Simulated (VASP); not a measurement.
Here is a VASP 6.6.1 calculation.

Contents of POSCAR:

```
Pt
1.0
    0.0000000000      2.8626981430      2.8626981430
    2.8626981430      0.0000000000      2.8626981430
    2.8626981430      2.8626981430      0.0000000000
Pt
2
Direct
    0.5000000000      0.5000000000      0.5000000000
    0.7500000000      0.7500000000      0.7500000000
```

INCAR.step1

```
ALGO = Normal
EDIFF = 1E-4
ENCUT = 520
GGA = PE
ISMEAR = 0
LASPH = True
LCHARG = False
LREAL = False
LWAVE = True
NBANDS = 17
NELM = 100
PREC = Accurate
SIGMA = 0.1
```

INCAR.step2

```
ALGO = Normal
EDIFF = 1E-6
ENCUT = 520
ISIF = 2
ISMEAR = 0
ISTART = 1
LASPH = True
LCHARG = False
LMIXTAU = True
LREAL = False
LWAVE = False
METAGGA = R2SCAN
NBANDS = 17
NELM = 100
PREC = Accurate
SIGMA = 0.1
```

KPOINTS

```
k-points
0
Gamma
  6 6 6
```

Potentials or basis: VASP PAW PBE potentials, release 64 (Pt).

Command:

```bash
$ cat potpaw_PBE.64/Pt/POTCAR > POTCAR
$ cp INCAR.step1 INCAR
$ mpirun -np 1 vasp_std > vasp.out
$ cp INCAR.step2 INCAR
$ mpirun -np 1 vasp_std > vasp.out
```

Q: What does it give for the band gap on the k mesh?

A: None (metal or under the smearing width).

Q: Estimate the pressure.

A: 0.0 GPa.

Caveat: the PAW data sets were made with another functional, which shifts forces and pressure a little. Spin-orbit coupling is left out, which matters for the levels of Pt.
